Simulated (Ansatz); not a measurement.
A run of Ansatz 0.2.0 is set up as follows.

input.yaml

```yaml
crystal:
  lattice:
    - [2.7435, 1.5839604635, 4.8366666667]
    - [-2.7435, 1.5839604635, 4.8366666667]
    - [0.0, -3.167920927, 4.8366666667]
  atoms:
    - { symbol: In, position: [0.85731, 0.85731, 0.85731] }
    - { symbol: In, position: [0.64269, 0.64269, 0.64269] }
    - { symbol: In, position: [0.14269, 0.14269, 0.14269] }
    - { symbol: In, position: [0.35731, 0.35731, 0.35731] }
    - { symbol: O, position: [0.048, 0.75, 0.452] }
    - { symbol: O, position: [0.75, 0.452, 0.048] }
    - { symbol: O, position: [0.452, 0.048, 0.75] }
    - { symbol: O, position: [0.952, 0.25, 0.548] }
    - { symbol: O, position: [0.25, 0.548, 0.952] }
    - { symbol: O, position: [0.548, 0.952, 0.25] }
hamiltonian:
  xc: lda
  pseudopotentials: { kind: paw }
kpoints:
  mp_grid: { grid: [6, 6, 6] }
  band_path:
    path:
      - [[0.0, 0.0, 0.0], [0.5, 0.0, 0.0], [0.5, 0.2381665116, -0.2381665116]]
      - [[0.7618334884, 0.5, 0.2381665116], [0.5, 0.5, 0.5], [0.0, 0.0, 0.0], [0.3690832558, 0.0, -0.3690832558]]
      - [[0.6309167442, 0.3690832558, 0.0], [0.5, 0.5, 0.0], [0.6309167442, 0.6309167442, 0.2381665116], [0.5, 0.5, 0.5]]
      - [[0.5, 0.0, 0.0], [0.7618334884, 0.3690832558, 0.3690832558]]
    npoints: 10
scf:
  occupations: { method: fermi_dirac, width: 0.05 }
  n_extra_bands: 25
output:
  forces: true
  stress: true
  eigenvalues: true
  fatbands: true
  write_density: true
  write_potential: true
  elf: true
  volumetric_format: npy
```

Potentials or basis: Ansatz PAW.

Command:

```console
$ ansatz run input.yaml --threads 4 --pin off --max-ram 11264MiB --backend cpu --events-out ev --progress --plain --runs-dir out
```

(1) What does it give for the pressure?

(2) What does it give for the largest force?

(3) Estimate the band gap along the path.

## Answers

(1) -3.2 GPa.

(2) 0.167 eV/Å.

(3) 1.18 eV, indirect (least direct gap 1.22 eV).

Caveat: the pressure holds a Pulay correction of +0.9 GPa for the finite cutoff; spin-orbit coupling is left out, which moves the levels of the heavy elements; the PAW data sets come from PBE, with cores solved anew for the run's functional, which leaves a small shift of forces and pressure.

**The experiment to reproduce.**

From “Fabrication and performance enhancement of an In2O3/BiVO4 heterojunction for N-butanol gas sensing applications”, 2024, pmc:11650617, for a powder of In2O3: band gap 3.08 eV (optical).

A measured gap of In2O3 is 3.08 eV (optical; powder; “Fabrication and performance enhancement of an In2O3/BiVO4 heterojunction for N-butanol gas sensing applications”, 2024, pmc:11650617); the calculated 1.18 eV misses it by -1.90 eV. So large a miss can be the level of theory's own, or it may mean another phase, state or a wrong row. Spin-orbit coupling on In is left out. The value is that of LDA, without temperature or zero-point motion. Semilocal functionals fall short of measured gaps as a rule.
